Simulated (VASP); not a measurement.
# Ni (Fm-3m) in VASP: reference runs

How does Ni come out in PBE? The cell is run as given and disturbed.

All numbers are computed with VASP 6.6.1; they aren't measurements. Logs are shortened: lines on timing, memory, paths and dates and some standing lists are left out, and cuts for length are marked.

### Step 1. The structure

The structure is cubic, space group Fm-3m (No. 225). Conventional cell: a = 3.475 Å, b = 3.475 Å, c = 3.475 Å, α = 90.00°, β = 90.00°, γ = 90.00°. Ni (site symmetry m-3m) has 12 Ni at 2.46 Å as nearest neighbours.

### Step 2. Single point, PBE, collinear spin, ferromagnetic start

The input, INCAR:

```
PREC = Accurate ; ENCUT = 520
EDIFF = 1E-7 ; ISMEAR = -1
SIGMA = 0.05 ; LREAL = F
LASPH = T ; NELM = 120
ALGO = Normal ; ISIF = 2
LWAVE = F ; LCHARG = F
ISPIN = 2 ; MAGMOM = 1
LORBIT = 11 ; LMAXMIX = 4
GGA = PE ; NBANDS = 15
```

The input, KPOINTS:

```
Automatic mesh
0
Gamma
  13 13 13
```

The input, POSCAR:

```
Ni
1.0
    0.0000000000      1.7375729330      1.7375729330
    1.7375729330      0.0000000000      1.7375729330
    1.7375729330      1.7375729330      0.0000000000
Ni
1
Direct
    0.0000000000      0.0000000000      0.0000000000
```

Potentials or basis: VASP PAW PBE potentials, release 64 (Ni).

Started as:

```console
cat potpaw_PBE.64/Ni/POTCAR > POTCAR
mpirun -np 1 vasp_std > vasp.out
```

OUTCAR:

```text
PREC = Accurate
   ENCUT = 520
   EDIFF = 1E-7
   ISMEAR = -1
   LREAL = F
   LASPH = T
   NELM = 120
   ISIF = 2
   ISPIN = 2
   LORBIT = 11
   GGA = PE

 ion  position               nearest neighbor table
   1  0.000  0.000  0.000-

  LATTYP: Found a face centered cubic cell.
 ALAT       =     3.4751458660

  Lattice vectors:

 A1 = (   0.0000000000,   1.7375729330,   1.7375729330)
 A2 = (   1.7375729330,   0.0000000000,   1.7375729330)
 A3 = (   1.7375729330,   1.7375729330,   0.0000000000)

Analysis of symmetry for initial positions (statically):
=====================================================================
 Subroutine PRICEL returns:
 Original cell was already a primitive cell.

 Routine SETGRP: Setting up the symmetry group for a
 face centered cubic supercell.

 Subroutine GETGRP returns: Found 48 space group operations
 (whereof 48 operations were pure point group operations)
 out of a pool of 48 trial point group operations.

The static configuration has the point symmetry O_h .

Analysis of symmetry for dynamics (positions and initial velocities):
=====================================================================
 Subroutine PRICEL returns:
 Original cell was already a primitive cell.

 Routine SETGRP: Setting up the symmetry group for a
 face centered cubic supercell.

 Subroutine GETGRP returns: Found 48 space group operations
 (whereof 48 operations were pure point group operations)
 out of a pool of 48 trial point group operations.

The dynamic configuration has the point symmetry O_h .

Analysis of structural, dynamic, and magnetic symmetry:
=====================================================================
 Subroutine PRICEL returns:
 Original cell was already a primitive cell.

 Routine SETGRP: Setting up the symmetry group for a
 face centered cubic supercell.

 Subroutine GETGRP returns: Found 48 space group operations
 (whereof 48 operations were pure point group operations)
 out of a pool of 48 trial point group operations.

[... 1630 lines left out ...]

 total charge

# of ion       s       p       d       tot
------------------------------------------
    1        0.513   0.531   8.332   9.377

 magnetization (x)

# of ion       s       p       d       tot
------------------------------------------
    1       -0.006  -0.024   0.661   0.631

    CHARGE:  cpu time      0.0000: real time      0.0450
    FORLOC:  cpu time      0.0000: real time      0.0005
    FORNL :  cpu time      0.0000: real time      0.0890
    STRESS:  cpu time      0.0000: real time      0.1619
    FORCOR:  cpu time      0.0000: real time      0.0283
    FORHAR:  cpu time      0.0000: real time      0.0022
    MIXING:  cpu time      0.0000: real time      0.0013
    OFIELD:  cpu time      0.0000: real time      0.0000

  FORCE on cell =-STRESS in cart. coord.  units (eV):
  Direction    XX          YY          ZZ          XY          YZ          ZX
  --------------------------------------------------------------------------------------
  -------------------------------------------------------------------------------------
  Total        0.5181681      0.5181681      0.5181681     -0.0000000      0.0000000     -0.0000000
  in kB       79.1265275     79.1265275     79.1265275     -0.0000000      0.0000000     -0.0000000
  external PRESSURE =      79.1265275 kB  Pullay stress =       0.0000000 kB

 VOLUME and BASIS-vectors are now :
 -----------------------------------------------------------------------------
  energy-cutoff  :      520.00
  volume of cell :       10.49
      direct lattice vectors                 reciprocal lattice vectors
     0.000000000  1.737572933  1.737572933    -0.287757705  0.287757705  0.287757705
     1.737572933  0.000000000  1.737572933     0.287757705 -0.287757705  0.287757705
     1.737572933  1.737572933  0.000000000     0.287757705  0.287757705 -0.287757705

  length of vectors
     2.457299207  2.457299207  2.457299207     0.498410966  0.498410966  0.498410966

 FORCES acting on ions
    electron-ion (+dipol)            ewald-force                    non-local-force                 convergence-correction
 -----------------------------------------------------------------------------------------------
   -.156E-13 -.149E-13 -.121E-13   0.139E-14 -.254E-15 0.647E-15   -.207E-24 0.207E-24 -.207E-24   0.158E-13 0.967E-14 -.184E-14
 -----------------------------------------------------------------------------------------------
   -.156E-13 -.149E-13 -.121E-13   0.139E-14 -.254E-15 0.647E-15   -.207E-24 0.207E-24 -.207E-24   0.158E-13 0.967E-14 -.184E-14

 POSITION                                       TOTAL-FORCE (eV/Angst)
 -----------------------------------------------------------------------------------
      0.00000      0.00000      0.00000         0.000000      0.000000      0.000000
 -----------------------------------------------------------------------------------
    total drift:                                0.000000     -0.000000     -0.000000

--------------------------------------------------------------------------------------------------------

  FREE ENERGIE OF THE ION-ELECTRON SYSTEM (eV)
  ---------------------------------------------------
  free  energy   TOTEN  =        -5.4706688747 eV

  energy  without entropy=       -5.4579575578  energy(sigma->0) =       -5.46431322

--------------------------------------------------------------------------------------------------------

    POTLOK:  cpu time      0.0000: real time      0.1399

--------------------------------------------------------------------------------------------------------

     LOOP+:  cpu time      0.0000: real time     15.9611
    4ORBIT:  cpu time      0.0000: real time      0.0000

 total charge

# of ion       s       p       d       tot
------------------------------------------
    1        0.513   0.531   8.332   9.377

 magnetization (x)

# of ion       s       p       d       tot
------------------------------------------
    1       -0.006  -0.024   0.661   0.631

 total amount of memory used by VASP MPI-rank0    51933. kBytes
=======================================================================

   base                                    :      30000. kBytes
   nonl-proj                               :       3585. kBytes
   fftplans                                :       1676. kBytes
   grid                                    :       3981. kBytes
   one-center                              :         31. kBytes
   wavefun                                 :      12660. kBytes

 General timing and accounting informations for this job:
 ========================================================
```

OSZICAR:

```text
N       E                     dE             d eps       ncg     rms          rms(c)
DAV:   1     0.326690072064E+02    0.32669E+02   -0.41339E+03  5423   0.859E+02
DAV:   2    -0.510893342930E+01   -0.37778E+02   -0.35254E+02  5656   0.163E+02
DAV:   3    -0.647819985809E+01   -0.13693E+01   -0.13562E+01  6202   0.302E+01
DAV:   4    -0.648596876774E+01   -0.77689E-02   -0.77677E-02  6161   0.217E+00
DAV:   5    -0.648605819817E+01   -0.89430E-04   -0.89429E-04  6360   0.203E-01    0.103E+01
DAV:   6    -0.577404644545E+01    0.71201E+00   -0.12568E+01  7301   0.395E+01    0.560E+00
DAV:   7    -0.548961961562E+01    0.28443E+00   -0.20668E+00  6696   0.144E+01    0.204E+00
DAV:   8    -0.547337416745E+01    0.16245E-01   -0.24115E-02  6552   0.111E+00    0.957E-01
DAV:   9    -0.547109902713E+01    0.22751E-02   -0.17011E-03  8366   0.247E-01    0.248E-01
DAV:  10    -0.547068283101E+01    0.41620E-03   -0.31713E-04  8329   0.899E-02    0.378E-02
DAV:  11    -0.547066801158E+01    0.14819E-04   -0.26971E-05  7765   0.299E-02    0.318E-02
DAV:  12    -0.547066889133E+01   -0.87975E-06   -0.12970E-06  7175   0.759E-03    0.364E-03
DAV:  13    -0.547066887469E+01    0.16634E-07   -0.64978E-08  5236   0.252E-03
   1 F= -.54706689E+01 E0= -.54643132E+01  d E =-.127113E-01  mag=     0.6232
```

Run time: 17 s. Hardware: 1 thread of Intel Xeon Platinum 8488C (Sapphire Rapids), shared host; peak memory 0.13 GiB.

Results:

* Free energy: -5.4707 eV
* Pressure: 7.9 GPa
* Band gap on the k mesh: none (metal or under the smearing width)
* Net moment: 0.62 μB per cell
* Site moments: Ni +0.63 μB
* Valence electrons inside the program's atomic spheres: Ni 9.38

Levels at points of the mesh, in eV from the Fermi level:
Spin up:
```csv
k point,band 2,band 3,band 4,band 5,band 6,band 7,band 8,band 9
"(0.00, 0.00, 0.00)",-2.53,-2.53,-2.53,-1.29,-1.29,24.02,28.17,28.17
```
Spin down:
```csv
k point,band 2,band 3,band 4,band 5,band 6,band 7,band 8,band 9
"(0.00, 0.00, 0.00)",-1.78,-1.78,-1.78,-0.71,-0.71,23.88,28.16,28.16
```

### Step 3. Single point, PBE, collinear spin, ferromagnetic start (cell strained at random at fixed volume)

The input, INCAR:

```
ALGO = Normal
EDIFF = 1E-7
ENCUT = 520
GGA = PE
ISIF = 2
ISMEAR = -1
ISPIN = 2
LASPH = True
LCHARG = False
LMAXMIX = 4
LORBIT = 11
LREAL = False
LWAVE = False
MAGMOM = 1
NBANDS = 15
NELM = 120
PREC = Accurate
SIGMA = 0.05
```

The input, KPOINTS:

```
k-points
0
Gamma
  13 13 13
```

The input, POSCAR:

```
Ni
1.0
    0.0165500000      1.7572510000      1.7682390000
    1.7191180000      0.0163320000      1.7684570000
    1.7144740000      1.7528250000      0.0209760000
Ni
1
Direct
    0.0065090000      0.0114400000     -0.0328950000
```

Potentials or basis: VASP PAW PBE potentials, release 64 (Ni).

Started as:

```console
cat potpaw_PBE.64/Ni/POTCAR > POTCAR
mpirun -np 1 vasp_std > vasp.out
```

OUTCAR:

```text
EDIFF = 1E-7
   ENCUT = 520
   GGA = PE
   ISIF = 2
   ISMEAR = -1
   ISPIN = 2
   LASPH = True
   LORBIT = 11
   LREAL = False
   NELM = 120
   PREC = Accurate

 ion  position               nearest neighbor table
   1  0.007  0.011  0.967-

  Warning from LATTYP: Got some problem with cell dimensions!
  Tried to take original basis but could not verify dimensions!
  LATTYP: Found a triclinic cell.
 ALAT       =     2.4663887757
 B/A-ratio  =     1.3854784379
 C/A-ratio  =     0.9988523685
 COS(alpha) =     0.0038285863
 COS(beta)  =     0.5052536979
 COS(gamma) =     0.7014708678

  Lattice vectors:

 A1 = (  -1.7191180000,  -0.0163320000,  -1.7684570000)
 A2 = (  -3.4170420000,  -0.0119060000,  -0.0211940000)
 A3 = (  -0.0046440000,   1.7364930000,  -1.7474810000)

Analysis of symmetry for initial positions (statically):
=====================================================================
 Subroutine PRICEL returns:
 Original cell was already a primitive cell.

 Routine SETGRP: Setting up the symmetry group for a
 triclinic supercell.

 Subroutine GETGRP returns: Found  2 space group operations
 (whereof  1 operations were pure point group operations)
 out of a pool of  2 trial point group operations.

The static configuration has the point symmetry C_1 .
 The point group associated with its full space group is S_2 .
[... 1675 lines left out ...]
    FORHAR:  cpu time      0.0000: real time      0.0028
    MIXING:  cpu time      0.0000: real time      0.0015
    OFIELD:  cpu time      0.0000: real time      0.0001

  FORCE on cell =-STRESS in cart. coord.  units (eV):
  Direction    XX          YY          ZZ          XY          YZ          ZX
  --------------------------------------------------------------------------------------
  -------------------------------------------------------------------------------------
  Total        0.6528223      0.4872911      0.4342077     -0.0729873     -0.1025919     -0.1239463
  in kB       99.6888009     74.4114728     66.3054053    -11.1454774    -15.6662320    -18.9271330
  external PRESSURE =      80.1352263 kB  Pullay stress =       0.0000000 kB

 VOLUME and BASIS-vectors are now :
 -----------------------------------------------------------------------------
  energy-cutoff  :      520.00
  volume of cell :       10.49
      direct lattice vectors                 reciprocal lattice vectors
     0.016550000  1.757251000  1.768239000    -0.295410483  0.285542057  0.284531660
     1.719118000  0.016332000  1.768457000     0.291893560 -0.288910265  0.284382945
     1.714474000  1.752825000  0.020976000     0.293436687  0.286936469 -0.287899868

  length of vectors
     2.492964930  2.466388776  2.451990328     0.499759828  0.499544444  0.501322213

 FORCES acting on ions
    electron-ion (+dipol)            ewald-force                    non-local-force                 convergence-correction
 -----------------------------------------------------------------------------------------------
   0.168E-05 0.172E-04 -.447E-04   -.346E-15 0.256E-15 -.112E-14   0.000E+00 0.000E+00 -.169E-20   0.158E-08 -.235E-08 0.135E-07
 -----------------------------------------------------------------------------------------------
   0.168E-05 0.172E-04 -.447E-04   -.346E-15 0.256E-15 -.112E-14   0.000E+00 0.000E+00 -.169E-20   0.158E-08 -.235E-08 0.135E-07

 POSITION                                       TOTAL-FORCE (eV/Angst)
 -----------------------------------------------------------------------------------
      1.67785      1.70679      0.05203         0.000000      0.000000      0.000000
 -----------------------------------------------------------------------------------
    total drift:                                0.000002      0.000017     -0.000045

--------------------------------------------------------------------------------------------------------

  FREE ENERGIE OF THE ION-ELECTRON SYSTEM (eV)
  ---------------------------------------------------
  free  energy   TOTEN  =        -5.4673374166 eV

  energy  without entropy=       -5.4546539528  energy(sigma->0) =       -5.46099568

--------------------------------------------------------------------------------------------------------

    POTLOK:  cpu time      0.0000: real time      0.1554

--------------------------------------------------------------------------------------------------------

     LOOP+:  cpu time      0.0000: real time    216.3808
    4ORBIT:  cpu time      0.0000: real time      0.0000

 total charge

# of ion       s       p       d       tot
------------------------------------------
    1        0.514   0.531   8.332   9.377

 magnetization (x)

# of ion       s       p       d       tot
------------------------------------------
    1       -0.006  -0.024   0.661   0.631

 total amount of memory used by VASP MPI-rank0   248799. kBytes
=======================================================================

   base                                    :      30000. kBytes
   nonl-proj                               :      46848. kBytes
   fftplans                                :       1856. kBytes
   grid                                    :       4423. kBytes
   one-center                              :         31. kBytes
   wavefun                                 :     165641. kBytes

 General timing and accounting informations for this job:
 ========================================================
```

Wall time 3.7 min (1 thread of Intel Xeon Platinum 8488C (Sapphire Rapids), shared host); peak memory 0.34 GiB.

Results:

| Property | Result |
| --- | --- |
| Free energy | -5.4673 eV |
| Pressure | 8.0 GPa |
| Band gap on the k mesh | none (metal or under the smearing width) |
| Net moment | 0.62 μB per cell |
| Site moments | Ni +0.63 μB |
| Valence electrons inside the program's atomic spheres | Ni 9.38 |

Levels at points of the mesh, in eV from the Fermi level:
Spin up:
| k point | band 3 | band 4 | band 5 | band 6 | band 7 | band 8 |
| --- | --- | --- | --- | --- | --- | --- |
| (0.00, 0.00, 0.00) | -2.54 | -2.41 | -1.38 | -1.20 | 24.01 | 27.66 |
Spin down:
| k point | band 2 | band 3 | band 4 | band 5 | band 6 | band 7 | band 8 | band 9 |
| --- | --- | --- | --- | --- | --- | --- | --- | --- |
| (0.00, 0.00, 0.00) | -1.88 | -1.79 | -1.67 | -0.79 | -0.62 | 23.87 | 27.63 | 28.33 |
